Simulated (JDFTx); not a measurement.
ZrC in JDFTx: convergence with k mesh

Input of the first run (k mesh 2 × 2 × 2); the others differ in this setting and in those tied to it:

Contents of ZrC.in:

```
lattice \
    0.0000000000     4.4692022847     4.4692022847 \
    4.4692022847     0.0000000000     4.4692022847 \
    4.4692022847     4.4692022847     0.0000000000
coords-type Cartesian
ion Zr     4.4692022847     4.4692022847     4.4692022847 1
ion C      0.0000000000     0.0000000000     0.0000000000 1

ion-species pseudo/Zr.upf
ion-species pseudo/C.upf
elec-cutoff 50 400
elec-ex-corr mgga-x-r2scan mgga-c-r2scan
kpoint-folding 2 2 2
elec-smearing Fermi 0.0018374661
elec-n-bands 14
electronic-SCF nIterations 100 energyDiffThreshold 1e-09
electronic-minimize nIterations 30 energyDiffThreshold 1e-7
converge-empty-states yes
forces-output-coords Cartesian

dump-name run.$VAR
dump End Ecomponents EigStats BandEigs Kpoints Forces Stress
```

Potentials or basis: SG15-PBE-1.2 with smoothed tails.

Launch:

```sh
$ jdftx -c 1 -i ZrC.in -o ZrC.out
```

Hardware: 1 thread of Arm Neoverse V2 (shared host).

```tsv
k mesh	energy less the tightest run, at zero smearing (meV/atom)	pressure (GPa)	SCF cycles	CPU time (s)	peak memory (GiB)
2 × 2 × 2	597.23	4.07	15	34	0.16
3 × 3 × 3	115.72	-2.68	15	44	0.16
4 × 4 × 4	36.19	-3.75	16	87	0.16
5 × 5 × 5	20.05	-2.22	15	100	0.16
6 × 6 × 6	4.12	-2.77	16	170	0.16
8 × 8 × 8	1.21	-2.82	16	300	0.18
10 × 10 × 10	0.81	-2.75	16	480	0.19
12 × 12 × 12	0.00	-2.76	17	770	0.2
```

Against the tightest run, the energy stays within 1 meV/atom from 10 × 10 × 10 on; the pressure stays within 0.1 GPa from 6 × 6 × 6 on. Meshes of other sizes hit other points, so gaps and Fermi surfaces needn't settle smoothly. The tightest run that finished is the yardstick and may itself not be fully converged.

Caveat, for the tightest run too: the potentials were made for another functional, which shifts forces and pressure.
